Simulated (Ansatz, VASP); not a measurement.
# BiN: VASP beside Ansatz

Aim: how closely do two programs agree when they are given the same cell, functional and k mesh? The cell is generated by rule, not measured, and may not be a known phase. The cell is taken from a series of runs on this material, whose earlier steps may have relaxed, scaled, displaced or heated it; both programs get it as it stands.

Calculated with Ansatz 0.2.0; plane waves, with VASP 6.6.1 beside it; relaxation of cell and atoms at PBEsol.

The structure was built from a prototype and need not be the compound's stable phase.

### Step 1. The starting structure

It takes space group Cmcm (No. 63, orthorhombic). The conventional cell has a = 6.155 Å, b = 13.642 Å, c = 3.472 Å, α = 90.00°, β = 90.00°, γ = 90.00°. Nearest to Bi lie 5 N at 2.34 to 2.68 Å. Nearest to N lie 6 Bi at 2.34 to 2.68 Å. Nearest to N lie 4 Bi at 2.36 Å. Farther neighbours and most contacts between anions are not listed.

Coordinates:

```cif
data_structure
_symmetry_space_group_name_H-M 'Cmcm'
_symmetry_Int_Tables_number 63
_cell_length_a 6.1555
_cell_length_b 13.6421
_cell_length_c 3.4724
_cell_angle_alpha 90.000
_cell_angle_beta 90.000
_cell_angle_gamma 90.000
_cell_volume 291.59
loop_
_atom_site_label
_atom_site_type_symbol
_atom_site_symmetry_multiplicity
_atom_site_Wyckoff_symbol
_atom_site_fract_x
_atom_site_fract_y
_atom_site_fract_z
_atom_site_occupancy
Bi1 Bi 8 g 0.74079 0.36332 0.75000 1
N1 N 4 c 0.00000 0.26985 0.25000 1
N2 N 4 c 0.50000 0.40751 0.25000 1
```

### Step 2. VASP: relaxation of cell and atoms, PBEsol

The relaxed volume is the usual yardstick between codes: in a stiff, nearly cubic crystal its relative difference is about their pressure difference at one cell divided by the bulk modulus.

Lines of VASP's logs that name or quote its potential files are left out, and so is its time.

File INCAR:

```
SYSTEM = BiN
PREC = Accurate
ENCUT = 600
EDIFF = 1E-07
NELM = 120
ISMEAR = 1
SIGMA = 0.15
LREAL = .FALSE.
ALGO = Normal
GGA = PS
NBANDS = 49
LORBIT = 11
LWAVE = .FALSE.
LCHARG = .FALSE.
ISIF = 3
IBRION = 2
NSW = 80
EDIFFG = -0.005
LASPH = .TRUE.
GGA_COMPAT = .FALSE.
NELMIN = 4
KPAR = 2
```

File POSCAR:

```
BiN
1.0
    3.0777470000     -6.8210390000      0.0000000000
    3.0777470000      6.8210390000      0.0000000000
    0.0000000000      0.0000000000      3.4723870000
Bi N
4 4
Direct
    0.3774702912      0.1041112033      0.2500000000
    0.1041112033      0.3774702912      0.7500000000
    0.8958886343      0.6225295464      0.2500000000
    0.6225295464      0.8958886343      0.7500000000
    0.7301473348      0.2698525028      0.7500000000
    0.2698525028      0.7301473348      0.2500000000
    0.0924945519      0.9075052857      0.7500000000
    0.9075052857      0.0924945519      0.2500000000
```

File KPOINTS:

```
Automatic mesh
0
Gamma
6 6 10
0 0 0
```

The projector-augmented-wave data sets are Bi_d and N (PBE family, release 64).

On the command line:

```
$ mpirun -np 2 vasp_std
```

Numbers of over 12 decimals in the logs are rounded to 6 here.

The program printed:

```text
[banner, memory and clock lines left out]
running    2 mpi-ranks, on    1 nodes
 distrk:  each k-point on    1 cores,    2 groups
 distr:  one band on    1 cores,    1 groups

 POSCAR found type information on POSCAR BiN
 POSCAR found :  2 types and       8 ions
|                                                                             |
|               ----> ADVICE to this user running VASP <----                  |
|                                                                             |
|     You enforced a specific xc type in the INCAR file but a different       |
|     [... a line on the potential file left out ...]
|     I HOPE YOU KNOW WHAT YOU ARE DOING!                                     |
|                                                                             |

 LDA part: xc-table for (Slater+PW92), standard interpolation
 POSCAR, INCAR and KPOINTS ok, starting setup
 FFT: planning ... GRIDC
 FFT: planning ... GRID_SOFT
 FFT: planning ... GRID
 WAVECAR not read
 entering main loop
       N       E                     dE             d eps       ncg     rms          rms(c)
DAV:   1     0.110362231837E+04    0.11036E+04   -0.43417E+04  7660   0.226E+03
DAV:   2     0.137157796703E+03   -0.96646E+03   -0.93646E+03  7652   0.631E+02
DAV:   3    -0.387550484170E+02   -0.17591E+03   -0.16572E+03  9276   0.246E+02
DAV:   4    -0.524180497059E+02   -0.13663E+02   -0.13313E+02  9090   0.658E+01
DAV:   5    -0.531048084247E+02   -0.68676E+00   -0.68432E+00 10173   0.143E+01    0.161E+01
DAV:   6    -0.448772647792E+02    0.82275E+01   -0.43385E+01 10644   0.355E+01    0.777E+00
DAV:   7    -0.443176364327E+02    0.55963E+00   -0.71548E+00  8770   0.120E+01    0.394E+00
DAV:   8    -0.442824584846E+02    0.35178E-01   -0.81760E-01 10375   0.387E+00    0.217E+00
DAV:   9    -0.442136537783E+02    0.68805E-01   -0.10978E-01  8995   0.205E+00    0.498E-01
DAV:  10    -0.442099279384E+02    0.37258E-02   -0.16601E-02  9650   0.977E-01    0.222E-01
DAV:  11    -0.442111465156E+02   -0.12186E-02   -0.11635E-02 10935   0.483E-01    0.258E-01
DAV:  12    -0.442102502630E+02    0.89625E-03   -0.26713E-03 10018   0.286E-01    0.775E-02
DAV:  13    -0.442102732802E+02   -0.23017E-04   -0.26485E-04  8843   0.831E-02    0.484E-02
DAV:  14    -0.442102385054E+02    0.34775E-04   -0.70268E-05 11486   0.369E-02    0.194E-02
DAV:  15    -0.442102347980E+02    0.37074E-05   -0.24441E-05  9807   0.199E-02    0.646E-03
DAV:  16    -0.442102341261E+02    0.67187E-06   -0.22582E-06  8815   0.647E-03    0.284E-03
DAV:  17    -0.442102339179E+02    0.20819E-06   -0.26044E-07  7062   0.258E-03    0.151E-03
DAV:  18    -0.442102337606E+02    0.15736E-06   -0.26768E-07  7324   0.234E-03    0.726E-04
DAV:  19    -0.442102337021E+02    0.58510E-07   -0.45619E-08  5157   0.147E-03
   1 F= -.44210234E+02 E0= -.44210699E+02  d E =-.442102E+02
[... from here on, the cycles between the ionic steps are left out ...]
   2 F= -.44210261E+02 E0= -.44210750E+02  d E =-.269037E-04
   3 F= -.44210280E+02 E0= -.44210760E+02  d E =-.466788E-04
   4 F= -.44210316E+02 E0= -.44210795E+02  d E =-.353488E-04
   5 F= -.44210330E+02 E0= -.44210809E+02  d E =-.495938E-04
   6 F= -.44210362E+02 E0= -.44210849E+02  d E =-.324603E-04
   7 F= -.44210412E+02 E0= -.44210921E+02  d E =-.816951E-04
   8 F= -.44210432E+02 E0= -.44210943E+02  d E =-.200882E-04
 ZBRENT: can't locate minimum, use default step
 trial-energy change:   -0.000020  1 .order   -0.000021   -0.000022   -0.000020
 step:   0.9076(harm=  1.9019)  dis= 0.00146  next Energy=   -44.210505 (dE=-0.932E-04)
 bond charge predicted
       N       E                     dE             d eps       ncg     rms          rms(c)
DAV:   1    -0.442105577392E+02   -0.12605E-03   -0.55098E-02  7657   0.114E+00    0.834E-02
DAV:   2    -0.442105637571E+02   -0.60179E-05   -0.24757E-03 11769   0.380E-01    0.496E-02
DAV:   3    -0.442105004182E+02    0.63339E-04   -0.17711E-04 10806   0.102E-01    0.268E-02
DAV:   4    -0.442104734178E+02    0.27000E-04   -0.68349E-05  9942   0.723E-02    0.748E-03
DAV:   5    -0.442104755171E+02   -0.20993E-05   -0.29113E-05  8808   0.363E-02    0.530E-03
DAV:   6    -0.442104756169E+02   -0.99773E-07   -0.29321E-06 10502   0.121E-02    0.278E-03
DAV:   7    -0.442104757462E+02   -0.12938E-06   -0.27038E-07  7244   0.515E-03    0.856E-04
DAV:   8    -0.442104758035E+02   -0.57227E-07   -0.75187E-08  4792   0.223E-03
   9 F= -.44210476E+02 E0= -.44210994E+02  d E =-.641336E-04
 curvature:  -2.94 expect dE=-0.448E-04 dE for cont linesearch -0.148E-04
 trial: gam=-0.16019 g(F)=  0.608E-05 g(S)=  0.917E-05 ort = 0.486E-04 (trialstep = 0.363E+00)
 search vector abs. value=  0.117E-04
 reached required accuracy - stopping structural energy minimisation
```

Parts of OUTCAR (step 2):

```text
ion  position               nearest neighbor table
   1  0.377  0.104  0.250-   6 2.34   7 2.36   7 2.36   5 2.68   5 2.68   3 2.96   3 3.19   4 3.55
                             4 3.55
   2  0.104  0.377  0.750-   5 2.34   8 2.36   8 2.36   6 2.68   6 2.68   4 2.96   4 3.19   3 3.55
                             3 3.55
   3  0.896  0.623  0.250-   6 2.34   7 2.36   7 2.36   5 2.68   5 2.68   1 2.96   1 3.19   2 3.55
                             2 3.55
   4  0.623  0.896  0.750-   5 2.34   8 2.36   8 2.36   6 2.68   6 2.68   2 2.96   2 3.19   1 3.55
                             1 3.55
   5  0.730  0.270  0.750-   2 2.34   4 2.34   3 2.68   1 2.68   1 2.68   3 2.68
   6  0.270  0.730  0.250-   1 2.34   3 2.34   2 2.68   4 2.68   2 2.68   4 2.68
   7  0.092  0.908  0.750-   1 2.36   3 2.36   1 2.36   3 2.36
   8  0.908  0.092  0.250-   2 2.36   4 2.36   2 2.36   4 2.36

  LATTYP: Found a base centered orthorhombic cell.
 ALAT       =     6.1554940000
 B/A-ratio  =     2.2162442202
 C/A-ratio  =     0.5641118325

 Subroutine GETGRP returns: Found  8 space group operations
 (whereof  4 operations were pure point group operations)

The static configuration has the point symmetry C_2h.
 The point group associated with its full space group is D_2h.

 Found     78 irreducible k-points:

   k-points           NKPTS =     78   k-points in BZ     NKDIM =     78   number of bands    NBANDS=     49

   dimension x,y,z NGX =    60 NGY =   60 NGZ =   28
   dimension x,y,z NGXF=   120 NGYF=  120 NGZF=   56

   ENCUT  =  600.0 eV  44.10 Ry    6.64 a.u.  14.95 14.95  6.94*2*pi/ulx,y,z

   NELECT =      80.0000    total number of electrons

 k-points in reciprocal lattice and weights: Automatic mesh
   0.00000000  0.00000000  0.00000000       0.003
   0.16666667 -0.00000000  0.00000000       0.011
   0.33333333 -0.00000000  0.00000000       0.011
   0.50000000  0.00000000  0.00000000       0.006
   0.16666667  0.16666667  0.00000000       0.006
   0.33333333  0.16666667  0.00000000       0.011
   0.50000000  0.16666667  0.00000000       0.011
  -0.33333333  0.16666667  0.00000000       0.011
  -0.16666667  0.16666667  0.00000000       0.006
[...]
-0.33333333  0.33333333  0.50000000       0.006
   0.50000000  0.50000000  0.50000000       0.003

 average (electrostatic) potential at core
       1-103.2462       2-103.2462       3-103.2462       4-103.2462       5 -60.7756
       6 -60.7756       7 -60.3663       8 -60.3663

 E-fermi :   7.8526

 k-point     1 :       0.0000    0.0000    0.0000
  band No.  band energies     occupation
    ...
     35       5.3122      2.00000
     36       6.5450      2.00000
     37       6.5500      2.00000
     38       6.5793      2.00000
     39       6.9251      2.00000
     40       7.9147      0.36123
     41       7.9581      0.07796
     42       8.6284     -0.00000
     43       9.2822     -0.00000
     44       9.4720     -0.00000
    ...

 k-point     2 :       0.1667   -0.0000    0.0000
  band No.  band energies     occupation
    ...
     36       6.4274      2.00000
     37       6.4916      2.00000
     38       6.4950      2.00000
     39       6.6217      2.00000
     40       7.8117      1.44297
     41       8.2133     -0.00351
     42       8.9097     -0.00000
     43       9.1640     -0.00000
     44      10.1935     -0.00000
     45      10.8729      0.00000
    ...

 k-point     3 :       0.3333   -0.0000    0.0000
  band No.  band energies     occupation
    ...
     36       5.9084      2.00000
     37       6.2322      2.00000
     38       6.3613      2.00000
     39       6.9090      2.00000
     40       7.7013      2.05203
     41       8.1345     -0.02316
     42       9.5800     -0.00000
     43       9.9676     -0.00000
     44      10.3736     -0.00000
     45      10.8964      0.00000
    ...

  Total       -0.0218088     -0.0032193      0.0321702      0.0000000      0.0000000      0.0000000
  in kB       -0.2402968     -0.0354710      0.3544625      0.0000000      0.0000000      0.0000000
  external PRESSURE =       0.0262316 kB  Pullay stress =       0.0000000 kB

  energy-cutoff  :      600.00
  volume of cell :      145.41
      direct lattice vectors                 reciprocal lattice vectors
     3.077529197 -6.801063773  0.000000000     0.162467996 -0.073517911  0.000000000
     3.077529197  6.801063773 -0.000000000     0.162467996  0.073517911 -0.000000000
     0.000000000  0.000000000  3.473645742     0.000000000  0.000000000  0.287881976

 POSITION                                       TOTAL-FORCE (eV/Angst)
 -----------------------------------------------------------------------------------
      1.48335     -1.85433      0.86841        -0.003217      0.003296     -0.000000
      1.48335      1.85433      2.60523        -0.003217     -0.003296      0.000000
      4.67171     -1.85433      0.86841         0.003217      0.003296     -0.000000
      4.67171      1.85433      2.60523         0.003217     -0.003296      0.000000
      3.07753     -3.12716      2.60523        -0.000000     -0.001548      0.000000
      3.07753      3.12716      0.86841        -0.000000      0.001548     -0.000000
      3.07753      5.54712      2.60523        -0.000000      0.004270     -0.000000
      3.07753     -5.54712      0.86841        -0.000000     -0.004270      0.000000
 -----------------------------------------------------------------------------------
    total drift:                                0.002871      0.000000     -0.000000

  FREE ENERGIE OF THE ION-ELECTRON SYSTEM (eV)
  ---------------------------------------------------
  free  energy   TOTEN  =       -44.2104758035 eV

  energy  without entropy=      -44.2120290115  energy(sigma->0) =      -44.21099354

 reached required accuracy - stopping structural energy minimisation

 total charge
# of ion       s       p       d       tot
------------------------------------------
    1        1.571   1.109  10.012  12.692
    2        1.571   1.109  10.012  12.692
    3        1.571   1.109  10.012  12.692
    4        1.571   1.109  10.012  12.692
    5        1.291   2.229   0.000   3.520
    6        1.291   2.229   0.000   3.520
    7        1.289   2.259   0.000   3.549
    8        1.289   2.259   0.000   3.549
--------------------------------------------------
tot         11.444  13.415  40.047  64.905

[... 3 further parts left out ...]
```

The PAW data sets were made with PBE, which is usual practice but a small mismatch for other functionals. The run keeps the 8 symmetry operations of its start, so it cannot find a distortion of lower symmetry.

(Continued in part 2 of 2.)

[Lines on the potential files, build, host, timing and source positions are cut from VASP's logs without a mark.]

[Logs are printed without paths, hosts, clocks, repeated set-up lines and the standing remarks that a program may print on its own settings, such as how far it seeks lower states.]

[Hosts, paths, dates, database ids (printed as entryN), source tags and the programs' standing remarks are cut or masked in the printed files.]
